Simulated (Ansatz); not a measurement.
# Al3Ru2: tests of the settings

The task here is to estimate one member of a computed series from the others.

Program: Ansatz 0.2.0. Level of theory: DFT PBEsol, scalar-relativistic, plane waves, PAW. These are calculated values, not measurements.

1 further run of the same task is left out (set aside as unsound or not needed). Runs told in other sessions of the task aren't counted.

## Starting point

It takes space group I4/mmm (No. 139, tetragonal). Conventional cell: a = 3.078 Å, b = 3.078 Å, c = 14.286 Å, α = 90.00°, β = 90.00°, γ = 90.00°. Around Al (site symmetry 4/mmm) lie 8 Ru at 2.65 Å and 2 Al at 2.77 Å. Around Al (site symmetry 4mm) lie 5 Ru at 2.51 to 2.86 Å and 5 Al at 2.70 to 2.77 Å. Around Ru (site symmetry 4mm) lie 9 Al at 2.51 to 2.86 Å.

Coordinates:

```xyz
5
Lattice="-1.5389 1.5389 7.1431 1.5389 -1.5389 7.1431 1.5389 1.5389 -7.1431" Properties=species:S:1:pos:R:3 pbc="T T T"
Al    0.0000    0.0000    0.0000
Al    0.0000    0.0000   11.5173
Al    0.0000    0.0000    2.7689
Ru    0.0000    0.0000    8.6556
Ru    0.0000    0.0000    5.6306
```

Source of the structure: the Materials Project (structure only). It is taken as it stands there.

## The base run, which the others are set against

File input.yaml:

```yaml
crystal:
  lattice:
    - [-1.538900875, 1.538900875, 7.14310203]
    - [1.538900875, -1.538900875, 7.14310203]
    - [1.538900875, 1.538900875, -7.14310203]
  atoms:
    - { symbol: Al, position: [0.0, 0.0, 0.0] }
    - { symbol: Al, position: [0.80618462, 0.80618462, 0.0] }
    - { symbol: Al, position: [0.19381538, 0.19381538, 0.0] }
    - { symbol: Ru, position: [0.60586857, 0.60586857, 0.0] }
    - { symbol: Ru, position: [0.39413143, 0.39413143, 0.0] }
basis:
  ecutwfc: 420
kpoints:
  mp_grid: { grid: [16, 16, 16] }
hamiltonian:
  xc: pbesol
scf:
  occupations: { method: gaussian, width: 0.1 }
output:
  forces: true
  stress: true
  eigenvalues: true
  populations: true
```

Its results, from an earlier run: -2642.0028 eV/atom at zero smearing, pressure -1.03 GPa, largest force 0.032 eV/Å, no gap on the mesh, in 6 SCF cycles and 57 s.

The first run:

File input.yaml:

```yaml
crystal:
  lattice:
    - [-1.538900875, 1.538900875, 7.14310203]
    - [1.538900875, -1.538900875, 7.14310203]
    - [1.538900875, 1.538900875, -7.14310203]
  atoms:
    - { symbol: Al, position: [0.0, 0.0, 0.0] }
    - { symbol: Al, position: [0.80618462, 0.80618462, 0.0] }
    - { symbol: Al, position: [0.19381538, 0.19381538, 0.0] }
    - { symbol: Ru, position: [0.60586857, 0.60586857, 0.0] }
    - { symbol: Ru, position: [0.39413143, 0.39413143, 0.0] }
basis:
  ecutwfc: 420
kpoints:
  mp_grid: { grid: [1, 1, 1] }
hamiltonian:
  xc: pbesol
scf:
  occupations: { method: gaussian, width: 0.1 }
output:
  forces: true
  stress: true
  eigenvalues: true
```

On the command line:

```sh
$ ansatz run input.yaml --threads 1 --pin off --max-ram 2560MiB --backend cpu --events-out ev --progress --plain --runs-dir out
```

Steps of the session up to this table: K-point mesh: 1×1×1; K-point mesh set to 4×4×4; K-point mesh: 6×6×6; K-point mesh set to 8×8×8; K-point mesh set to 10×10×10; K-point mesh set to 12×12×12; K-point mesh set to 14×14×14; K-point mesh set to 18×18×18; K-point mesh set to 20×20×20; K-point mesh set to 24×24×24.

One of the session's tables, all rows but one given; the rest of the session is left out.

It belongs to the step «The sweep of the k-point mesh side by side». 

| mesh | ΔE (meV/atom) | largest change of a force component (eV/Å) |
| --- | --- | --- |
| 1×1×1 | ? | ? |
| 4×4×4 | -7.64 | 0.284 |
| 6×6×6 | -4.03 | 0.052 |
| 8×8×8 | -0.55 | 0.108 |
| 10×10×10 | 3.49 | 0.045 |
| 12×12×12 | 1.68 | 0.037 |
| 14×14×14 | -0.79 | 0.019 |
| 16×16×16 | -0.40 | 0.017 |
| 18×18×18 | 0.49 | 0.026 |
| 20×20×20 | 0.57 | 0.011 |
| 24×24×24 | 0.00 | 0.000 |

Q: Estimate the row for 1×1×1 from the others.

The run gave: ΔE (meV/atom): -67.1; largest change of a force component (eV/Å): 1.030. In the column «ΔE (meV/atom)» it is the lowest.

Caveats from the session: The error changes sign along the series, since a k mesh isn't variational, and a metal needs dense meshes to resolve its Fermi surface.
